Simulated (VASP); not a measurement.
# Fe (P6_3/mmc) in VASP: notebook

One crystal, Fe, is run at these levels: PBEsol; tasks: relaxation of cell and atoms.

Everything below comes from runs of VASP 6.6.1. Logs are shortened: lines on timing, memory, paths and dates and some standing lists are left out, and cuts for length are marked.

## Step 1: The crystal as given

Symmetry: P6_3/mmc, No. 194, hexagonal system. Conventional cell: a = 2.434 Å, b = 2.434 Å, c = 3.842 Å, α = 90.00°, β = 90.00°, γ = 120.00°. Fe (site symmetry -6m2) is surrounded by 12 Fe at 2.38 to 2.43 Å.

This isn't the form of Fe at room conditions, which is bcc.

## Step 2: Relaxation of cell and atoms, PBEsol

The input, INCAR:

```
SYSTEM = Fe
PREC = Accurate
ENCUT = 600
EDIFF = 1E-6
ISMEAR = 0
SIGMA = 0.03
LREAL = .False.
LASPH = .True.
NELM = 80
ALGO = Normal
ISIF = 3
LWAVE = .False.
LCHARG = .False.
GGA = PS
IBRION = 2
NSW = 90
EDIFFG = -0.01
```

The input, KPOINTS:

```
regular mesh
0
Gamma
  12 12 7
  0 0 0
```

The input, POSCAR:

```
Fe
1.0
    2.4341575900      0.0000000000      0.0000000000
   -1.2170787900      2.1080423100      0.0000000000
    0.0000000000      0.0000000000      3.8419344700
Fe
2
Direct
    0.3333333300      0.6666666700      0.2500000000
    0.6666666700      0.3333333300      0.7500000000
```

Potentials or basis: VASP PAW PBE potentials, release 64 (Fe).

Command:

```bash
$ cat potpaw_PBE.64/Fe/POTCAR > POTCAR
$ mpirun -np 1 vasp_std > vasp.out
```

OUTCAR:

```text
SYSTEM = Fe
   PREC = Accurate
   ENCUT = 600
   EDIFF = 1E-6
   ISMEAR = 0
   LREAL = .False.
   LASPH = .True.
   NELM = 80
   ISIF = 3
   GGA = PS
   IBRION = 2
   NSW = 90
   EDIFFG = -0.01

 ion  position               nearest neighbor table
   1  0.333  0.667  0.250-   2 2.38   2 2.38   2 2.38   2 2.38   2 2.38   2 2.38
   2  0.667  0.333  0.750-   1 2.38   1 2.38   1 2.38   1 2.38   1 2.38   1 2.38

  LATTYP: Found a hexagonal cell.
 ALAT       =     2.4341575900
 C/A-ratio  =     1.5783425386

  Lattice vectors:

 A1 = (   2.4341575900,   0.0000000000,   0.0000000000)
 A2 = (  -1.2170787900,   2.1080423100,   0.0000000000)
 A3 = (   0.0000000000,   0.0000000000,   3.8419344700)

Analysis of symmetry for initial positions (statically):
=====================================================================
 Subroutine PRICEL returns:
 Original cell was already a primitive cell.

 Routine SETGRP: Setting up the symmetry group for a
 hexagonal supercell.

 Subroutine GETGRP returns: Found 24 space group operations
 (whereof 12 operations were pure point group operations)
 out of a pool of 24 trial point group operations.

The static configuration has the point symmetry D_3d.
 The point group associated with its full space group is D_6h.

Analysis of symmetry for dynamics (positions and initial velocities):
=====================================================================
 Subroutine PRICEL returns:
 Original cell was already a primitive cell.

 Routine SETGRP: Setting up the symmetry group for a
 hexagonal supercell.

 Subroutine GETGRP returns: Found 24 space group operations
 (whereof 12 operations were pure point group operations)
 out of a pool of 24 trial point group operations.

The dynamic configuration has the point symmetry D_3d.
 The point group associated with its full space group is D_6h.

 Subroutine INISYM returns: Found 24 space group operations
 (whereof 12 operations are pure point group operations),
 and found     1 'primitive' translations

----------------------------------------------------------------------------------------

                                     Primitive cell

  volume of cell :      19.7141

  direct lattice vectors                    reciprocal lattice vectors
     2.434157590  0.000000000  0.000000000     0.410819745  0.237186889  0.000000000
    -1.217078790  2.108042310  0.000000000     0.000000000  0.474373780  0.000000000
     0.000000000  0.000000000  3.841934470     0.000000000  0.000000000  0.260285543

  length of vectors
     2.434157590  2.434157588  3.841934470     0.474373780  0.474373780  0.260285543

  position of ions in fractional coordinates (direct lattice)
     0.333333330  0.666666670  0.250000000
     0.666666670  0.333333330  0.750000000

  ion indices of the primitive-cell ions
   primitive index   ion index
                 1           1
                 2           2

----------------------------------------------------------------------------------------

 KPOINTS: regular mesh

Automatic generation of k-mesh.
 Grid dimensions read from file:
 generate k-points for:   12   12    7

 Generating k-lattice:

  Cartesian coordinates                     Fractional coordinates (reciprocal lattice)
     0.034234979  0.019765574  0.000000000     0.083333333  0.000000000  0.000000000
     0.000000000  0.039531148  0.000000000     0.000000000  0.083333333  0.000000000
     0.000000000  0.000000000  0.037183649     0.000000000  0.000000000  0.142857143

  Length of vectors
     0.039531148  0.039531148  0.037183649

  Shift w.r.t. Gamma in fractional coordinates (k-lattice)
     0.000000000  0.000000000  0.000000000

 Subroutine IBZKPT returns following result:
 ===========================================

 Found     76 irreducible k-points:

 Following reciprocal coordinates:
            Coordinates               Weight
  0.000000  0.000000  0.000000      1.000000
  0.083333  0.000000  0.000000      6.000000
  0.166667  0.000000  0.000000      6.000000
  0.250000 -0.000000  0.000000      6.000000
  0.333333  0.000000  0.000000      6.000000
  0.416667  0.000000  0.000000      6.000000
[... 16 lines left out ...]
  0.250000 -0.000000  0.142857     12.000000
  0.333333  0.000000  0.142857     12.000000
 [... further k-points ...]
   k-points           NKPTS =     76   k-points in BZ     NKDIM =     76   number of bands    NBANDS=     12
   number of dos      NEDOS =    301   number of ions     NIONS =      2
   total plane-waves  NPLWV =  12800
   dimension x,y,z NGX =    20 NGY =   20 NGZ =   32
   dimension x,y,z NGXF=    40 NGYF=   40 NGZF=   64
   ions per type =               2
   NGX,Y,Z   is equivalent  to a cutoff of  13.66, 13.66, 13.85 a.u.
   NGXF,Y,Z  is equivalent  to a cutoff of  27.32, 27.32, 27.69 a.u.
 SYSTEM =  Fe
   PREC   = accura    normal or accurate (medium, high low for compatibility)
   ISTART =      0    job   : 0-new  1-cont  2-samecut
   ICHARG =      2    charge: 1-file 2-atom 10-const
   ISPIN  =      1    spin polarized calculation?
   LNONCOLLINEAR =      F non collinear calculations
   LSORBIT =      F    spin-orbit coupling
   LASPH  =      T    aspherical Exc in radial PAW
   ENCUT  =  600.0 eV  44.10 Ry    6.64 a.u.   4.86  4.86  7.67*2*pi/ulx,y,z
   NELM   =     80;   NELMIN=  2; NELMDL= -5     # of ELM steps
   EDIFF  = 0.1E-05   stopping-criterion for ELM
   LREAL  =      F    real-space projection
   EDIFFG = -.1E-01   stopping-criterion for IOM
   NSW    =     90    number of steps for IOM
   IBRION =      2    ionic relax: 0-MD 1-quasi-New 2-CG
   NFREE  =      1    steps in history (QN), initial steepest desc. (CG)
   ISIF   =      3    stress and relaxation
   ISYM   =      2    0-nonsym 1-usesym 2-fastsym
   POTIM  = 0.5000    time-step for ionic-motion
   TEBEG  =    0.0;   TEEND  =   0.0 temperature during run
   PSTRESS=    0.0 pullay stress
   NELECT =      16.0000    total number of electrons
   NUPDOWN=      -1.0000    fix difference up-down
   EMIN   =  10.00;   EMAX   =-10.00  energy-range for DOS
   EFERMI =   0.00;   METHOD = LEGACY
   ISMEAR =     0;   SIGMA  =   0.03  broadening in eV -4-tet -1-fermi 0-gaus
   EFERMI_NEDOS =   21; number of points for ismear=-14 and -15
   IALGO  =     38    algorithm
   IMIX   =      4    mixing-type and parameters
     AMIX     =   0.40;   BMIX     =  1.00
     AMIX_MAG =   1.60;   BMIX_MAG =  1.00
  volume/ion in A,a.u.               =       9.86        66.52
  Fermi-wavevector in a.u.,A,eV,Ry     =   1.527058  2.885721 31.727505  2.331906
  Thomas-Fermi vector in A             =   2.635006
   LORBIT       =      0    0 simple, 1 ext, 2 COOP (PROOUT), +10 PAW based schemes
   GGA     = PS    functional components
   LHFCALC =     F    Hartree Fock is set to
   AEXX    =    0.0000 exact exchange contribution
   IVDW    =     0    specifies the selected vdW correction
   LEPSILON=     F    determine dielectric tensor
   LRPA    =     F    only Hartree local field effects (RPA)
 conjugate gradient relaxation of ions
 non-spin polarized calculation
 Gauss-broadening in eV      SIGMA  =   0.03
  energy-cutoff  :      600.00
  volume of cell :       19.71
 maximum number of plane-waves:       687
 NGX is ok and might be reduce to    20
   NGX =  9   NGY =  9   NGZ = 15

--------------------------------------- Ionic step        1  -------------------------------------------

 number of electron      15.9999994 magnetization

 Free energy of the ion-electron system (eV)
  ---------------------------------------------------
  ext. energy  EPLUGINS =         0.00000000
  ---------------------------------------------------
  free energy    TOTEN  =       -17.87231446 eV

  energy without entropy =      -17.87082815  energy(sigma->0) =      -17.87157130

------------------------ aborting loop because EDIFF is reached ----------------------------------------

  FORCE on cell =-STRESS in cart. coord.  units (eV):
  Direction    XX          YY          ZZ          XY          YZ          ZX
  --------------------------------------------------------------------------------------
  -------------------------------------------------------------------------------------
  Total       -0.3266630     -0.3266630     -0.1057854     -0.0000000      0.0000000     -0.0000000
  in kB      -26.5480473    -26.5480473     -8.5972235     -0.0000001      0.0000000     -0.0000000
  external PRESSURE =     -20.5644394 kB  Pullay stress =       0.0000000 kB

 VOLUME and BASIS-vectors are now :
 -----------------------------------------------------------------------------
  energy-cutoff  :      600.00
  volume of cell :       19.71
      direct lattice vectors                 reciprocal lattice vectors
     2.434157590  0.000000000  0.000000000     0.410819745  0.237186889  0.000000000
    -1.217078790  2.108042310  0.000000000     0.000000000  0.474373780  0.000000000
     0.000000000  0.000000000  3.841934470     0.000000000  0.000000000  0.260285543
[... 109 lines left out ...]
 POSITION                                       TOTAL-FORCE (eV/Angst)
 -----------------------------------------------------------------------------------
     -0.00000      1.40005      0.96149         0.000000     -0.000000      0.000000
      1.21248      0.70003      2.88447        -0.000000      0.000000      0.000000
 -----------------------------------------------------------------------------------
    total drift:                                0.000000     -0.000000     -0.000000

  FREE ENERGIE OF THE ION-ELECTRON SYSTEM (eV)
  ---------------------------------------------------
  free  energy   TOTEN  =       -17.8734759597 eV

  energy  without entropy=      -17.8721091325  energy(sigma->0) =      -17.87279255

--------------------------------------- Ionic step        5  -------------------------------------------

 number of electron      15.9999994 magnetization

 Free energy of the ion-electron system (eV)
  ---------------------------------------------------
  ext. energy  EPLUGINS =         0.00000000
  ---------------------------------------------------
  free energy    TOTEN  =       -17.87348566 eV

  energy without entropy =      -17.87210708  energy(sigma->0) =      -17.87279637

 E-fermi :   7.2511     XC(G=0): -14.1870

 val. band max:        7.2285272914   @ k =   0.3333   0.2500   0.2857
 cond. band min:       7.2570123177   @ k =   0.4167   0.0833   0.4286
 fundamental gap:      0.0284850263
 Fermi energy:         7.2510898471

 k-point     1 :       0.0000    0.0000    0.0000
  band No.  band energies     occupation
      1      -1.9884      2.00000
      2       2.0026      2.00000
      3       5.4506      2.00000
      4       5.4506      2.00000
      5       5.5706      2.00000
      6       5.9446      2.00000
      7       5.9446      2.00000
      8       6.3281      2.00000
      9       6.3281      2.00000
     10       7.6939      0.00000
     11       7.9702      0.00000
     12       7.9702      0.00000

 k-point     2 :       0.0833    0.0000    0.0000
  band No.  band energies     occupation
      1      -1.7219      2.00000
      2       2.1771      2.00000
      3       5.1356      2.00000
      4       5.6046      2.00000
      5       5.8085      2.00000
      6       5.8877      2.00000
      7       6.0692      2.00000
      8       6.0795      2.00000
      9       6.2232      2.00000
     10       6.5882      2.00000
     11       8.0202      0.00000
     12       9.4803      0.00000
[... 316 lines left out ...]
 k-point    24 :       0.3333    0.0000    0.1429
  band No.  band energies     occupation
      1       1.4546      2.00000
      2       2.9222      2.00000
      3       3.4085      2.00000
      4       4.3714      2.00000
      5       5.4891      2.00000
      6       5.5182      2.00000
      7       6.0981      2.00000
      8       7.4066      0.00000
      9       7.5017      0.00000
     10       7.5947      0.00000
     11       8.2367      0.00000
     12      13.3179      0.00000

 [... further k-points ...]

------------------------ aborting loop because EDIFF is reached ----------------------------------------

  FORCE on cell =-STRESS in cart. coord.  units (eV):
  Direction    XX          YY          ZZ          XY          YZ          ZX
  --------------------------------------------------------------------------------------
  -------------------------------------------------------------------------------------
  Total        0.0063657      0.0063657     -0.0019673      0.0000000     -0.0000000      0.0000000
  in kB        0.5208111      0.5208111     -0.1609563      0.0000000     -0.0000000      0.0000000
  external PRESSURE =       0.2935553 kB  Pullay stress =       0.0000000 kB

 VOLUME and BASIS-vectors are now :
 -----------------------------------------------------------------------------
  energy-cutoff  :      600.00
  volume of cell :       19.58
      direct lattice vectors                 reciprocal lattice vectors
     2.425357318 -0.000000000 -0.000000000     0.412310381  0.238047509 -0.000000000
    -1.212678654  2.100421051  0.000000000     0.000000000  0.476095019 -0.000000000
    -0.000000000  0.000000000  3.844069538     0.000000000 -0.000000000  0.260140976

 POSITION                                       TOTAL-FORCE (eV/Angst)
 -----------------------------------------------------------------------------------
     -0.00000      1.40028      0.96102         0.000000     -0.000000      0.000000
      1.21268      0.70014      2.88305        -0.000000      0.000000      0.000000
 -----------------------------------------------------------------------------------
    total drift:                                0.000000     -0.000000     -0.000000

  FREE ENERGIE OF THE ION-ELECTRON SYSTEM (eV)
  ---------------------------------------------------
  free  energy   TOTEN  =       -17.8734856645 eV

  energy  without entropy=      -17.8721070778  energy(sigma->0) =      -17.87279637

 reached required accuracy - stopping structural energy minimisation
```

Run time: 47 s. Hardware: 1 thread of Intel Xeon Platinum 8259CL at 2.50GHz (Skylake/Cascade Lake), shared host; peak memory 0.15 GiB.

Results:

| Quantity | Value |
| --- | --- |
| Free energy | -17.8735 eV |
| Relaxed volume | 9.79 Å³/atom |
| Relaxed cell | a = 2.425 Å, b = 2.425 Å, c = 3.844 Å, α = 90.00°, β = 90.00°, γ = 120.00° |
| Space group after relaxing (to 0.05 Å) | P6_3/mmc (No. 194) |
| Energy gained by relaxing | 0.6 meV/atom |
| Ionic steps | 5 |
| Pressure after relaxing | 0.0 GPa |
| Band gap on the k mesh | none (metal or under the smearing width) |

The path:
| step | energy change (eV) | largest force (eV/Å) | pressure (GPa) | volume (Å³) |
| --- | --- | --- | --- | --- |
| 1 | 0.0000 | 0.0000 | -2.06 | 19.71 |
| 2 | 0.0016 | 0.0000 | 3.87 | 19.36 |
| 3 | -0.0011 | 0.0000 | 0.20 | 19.57 |
| 4 | -0.0012 | 0.0000 | -0.03 | 19.59 |
| 5 | -0.0012 | 0.0000 | 0.03 | 19.58 |

Final structure:
```
Fe
1.0
     2.42536    0.00000    0.00000
    -1.21268    2.10042    0.00000
     0.00000    0.00000    3.84407
Fe
2
Direct
  0.33333 0.66667 0.25000
  0.66667 0.33333 0.75000
```

Levels at points of the mesh, in eV from the Fermi level:
```
           k point  band 6  band 7  band 8  band 9  band 10  band 11
(0.00, 0.00, 0.00)   -1.31   -1.31   -0.92   -0.92     0.44     0.72
(0.50, 0.00, 0.00)   -1.67   -1.18    0.84    1.08     1.11     2.77
```

Caveat: the PAW data sets were made with another functional, which shifts forces and pressure a little; the run has no spin polarisation, though such a crystal can be magnetic.

## Step 3: Relaxation of cell and atoms, PBEsol

This run uses another cell than the first one, of 9.79 Å³/atom, 0.993 times its volume.

Changes to INCAR since step 2:

```diff
@@ -3,3 +3,3 @@
 ENCUT = 600
-EDIFF = 1E-6
+EDIFF = 1E-7
 ISMEAR = 0
@@ -16,2 +16,2 @@
 NSW = 90
-EDIFFG = -0.01
+EDIFFG = -0.005
```

KPOINTS is that of step 2.

The input, POSCAR:

```
Fe                                      
1.0
    2.4253573179     -0.0000000000     -0.0000000000
   -1.2126786540      2.1004210508      0.0000000000
   -0.0000000000      0.0000000000      3.8440695377
  Fe            
     2
Direct
     0.3333333300000021    0.6666666699999979    0.2500000000000000
     0.6666666699999979    0.3333333300000021    0.7500000000000000
```

Potentials or basis: VASP PAW PBE potentials, release 64 (Fe).

Command:

```bash
$ cat potpaw_PBE.64/Fe/POTCAR > POTCAR
$ mpirun -np 1 vasp_std > vasp.out
```

Run time: 17 s. Hardware: 1 thread of Intel Xeon Platinum 8259CL at 2.50GHz (Skylake/Cascade Lake), shared host; peak memory 0.15 GiB.

The run converged. Its results:

```yaml
Free_energy: -17.8734 eV
Pressure_after_relaxing: 0.0 GPa
Band_gap_on_the_k_mesh: none (metal or under the smearing width)
```

Final structure:
```yaml
crystal:
  lattice:
    - [2.42536, 0.00000, 0.00000]
    - [-1.21268, 2.10042, 0.00000]
    - [0.00000, 0.00000, 3.84407]
  atoms:
    - { symbol: Fe, position: [0.33333, 0.66667, 0.25000] }
    - { symbol: Fe, position: [0.66667, 0.33333, 0.75000] }
```

Levels at points of the mesh, in eV from the Fermi level:
```
           k point  band 6  band 7  band 8  band 9  band 10  band 11
(0.00, 0.00, 0.00)   -1.31   -1.31   -0.92   -0.92     0.44     0.72
(0.50, 0.00, 0.00)   -1.67   -1.18    0.84    1.08     1.11     2.77
```

Caveat: the relaxation stopped at its first step, so nothing moved; the PAW data sets were made with another functional, which shifts forces and pressure a little; the run has no spin polarisation, though such a crystal can be magnetic. Spin polarisation is off, so any magnetic state and its effect on volume and gap are missing.
